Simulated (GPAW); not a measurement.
Here is a GPAW 26.7.0 calculation.

File run.py:

```python
from ase import Atoms
from ase.dft.bandgap import bandgap
from ase.io import write
from gpaw import GPAW, PW

atoms = Atoms(['Sb', 'Ga'],
              cell=[[-2.753434, 2.753434, 1.590707],
                    [2.753434, -2.753434, 1.590707],
                    [2.753434, 2.753434, -1.590707]],
              scaled_positions=[[0.0, 0.0, 0.0],
                                [0.75, 0.25, 0.5]],
              pbc=True)

calc = GPAW(mode=PW(600),
            xc='TB09',
            kpts={'size': (7, 7, 7), 'gamma': True},
            occupations={'name': 'fermi-dirac', 'width': 0.05},
            nbands=18,
            convergence={'density': 1e-05, 'energy': 1e-05},
            eigensolver='cg',
            maxiter=150,
            txt='gpaw.txt')
atoms.calc = calc
energy = atoms.get_potential_energy()
calc.write('gs.gpw')
write('result.traj', atoms)
print('Fermi level:', round(calc.get_fermi_level(), 4), 'eV')
print(f'Gap: {bandgap(calc)[0]:.4f} eV, direct: {bandgap(calc, direct=True)[0]:.4f} eV')
```

Potentials or basis: GPAW PAW data sets for LDA (gpaw-data 1.2.1), pw.

The run is started by

```sh
$ OMP_NUM_THREADS=1 python run.py
```

Task: Predict the band gap on the k mesh.

Result: None (metal or under the smearing width).

Caveat: a model potential gives levels but no total energy. The run has no spin-orbit coupling, so splittings on Sb are missing.
